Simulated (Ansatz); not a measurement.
# LiH: the cost of one run

Program: Ansatz 0.2.0, driven from Python. Level of theory: DFT PBEsol, plane waves, PAW. These are calculated values, not measurements.

## (1) The structure

Symmetry: Fm-3m, No. 225, cubic system. The conventional cell has a = 4.074 Å, b = 4.074 Å, c = 4.074 Å, α = 90.00°, β = 90.00°, γ = 90.00°. Li (site symmetry m-3m) is surrounded by 6 H at 2.04 Å. Around H (site symmetry m-3m) lie 6 Li at 2.04 Å.

The script holds or builds the structure itself.

## (2) Script

File compress_lih.py:

```python
"""Cell of LiH under pressure."""

from dataclasses import dataclass

import ansatz as az
import numpy as np
import pandas as pd


@dataclass(frozen=True)
class Settings:
    cutoff_ev: int = 470
    smearing: str = "Fermi-Dirac"
    functional: str = "PBEsol"


opts = Settings()

def edges_and_angles(cell):
    cell = np.asarray(cell)
    a, b, c = np.linalg.norm(cell, axis=1)
    cosines = cell[1] @ cell[2] / (b * c), cell[0] @ cell[2] / (a * c), cell[0] @ cell[1] / (a * b)
    return (a, b, c, *np.degrees(np.arccos(cosines)))


def main() -> None:
    vectors = np.array([
        [0.0, 2.03675, 2.03675],
        [2.03675, 0.0, 2.03675],
        [2.03675, 2.03675, 0.0],
    ])
    cell = (
        az.Lattice.of(vectors)
        .atom("Li", (0.0, 0.0, 0.0))
        .atom("H", (0.5, 0.5, 0.5))
    )

    calculation = (
        cell.calculation()
        .basis(opts.cutoff_ev)
        .kpoints(7)
        .occupations(opts.smearing)
        .functional(opts.functional)
    )

    # H = F + PV, with 1 GPa A^3 = 1/160.21766 eV
    rows = []
    for pressure in [0, 5, 10, 20]:
        out = calculation.relax(cell=True, pressure=pressure, force_tolerance=0.05, max_steps=100).run(threads=1)
        cell = out.lattice.cell_ang
        n_atoms = len(out.lattice.sites)
        volume = abs(np.linalg.det(cell)) / n_atoms
        enthalpy = out.report["free_energy_ev"] / n_atoms + pressure * volume / 160.21766
        rows.append((pressure, volume, enthalpy, *edges_and_angles(cell)))
        print(f"{pressure} GPa done: {volume:.4f} A^3/atom")

    table = pd.DataFrame(rows, columns=["P_GPa", "V_A3_atom", "H_eV_atom", "a", "b", "c", "alpha", "beta", "gamma"])
    print(table.round(4).to_string(index=False))
    p, v = np.array([row[0] for row in rows], float), np.array([row[1] for row in rows])
    print("mean bulk modulus between rows (GPa):", np.round(-np.diff(p) / np.diff(np.log(v)), 1))


if __name__ == "__main__":
    main()
```

## (3) Launch

Launch:

```
$ python compress_lih.py
```

What time and memory should one allow on 1 thread of Arm Neoverse N1, shared host?

About 12 s, with a peak of 0.37 GiB.
